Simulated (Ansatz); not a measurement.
**LiH and its competing phases**

Theory: Ansatz, DFT PBE, scalar-relativistic, plane waves, PAW. All cells share a 420 eV cutoff and Γ-centred k meshes spaced at most about 0.3 Å⁻¹ (2π included). No spin polarisation.

The zero of energy is the elements' standard structures at the same level (H₂ as a molecule); no fitted shifts are applied.

All energies are static (0 K, no zero-point motion). With hydrogen, zero-point motion can shift formation energies by some tens of meV/atom.

The competitors are the elements and 1 reference phase of this chemical system (from databases or known types: LiH), relaxed at the same level; other known phases may be missing.

The candidate was reached from: random sheet. This is a two-dimensional sheet: the third axis spans vacuum and isn't periodic.

```
Li H
1.0
     2.69054    0.00000    0.00000
     0.00000    2.69054    0.00000
     0.00000    0.00000   23.80000
Li H
1 1
Direct
  0.50000 0.50000 0.29412
  0.00000 0.00000 0.29412
```

Question: Is it stable, and against what?

Answer: Not the lowest form: another structure of the same formula lies lower. Its formation energy is -0.240 eV/atom. The lowest competing phase at this composition is this:

| phase | space group | source | share of atoms | ΔE_f (eV/atom) |
| --- | --- | --- | --- | --- |
| LiH | Fm-3m (No. 225) | textbook type | 1.0000 | -0.417 |

The candidate lies 177 meV/atom above this phase (176 meV/atom from unrounded values). Checks: imaginary modes on a 2×2×1 q mesh (to 538i cm⁻¹). So it is a saddle point, neither stable nor metastable.
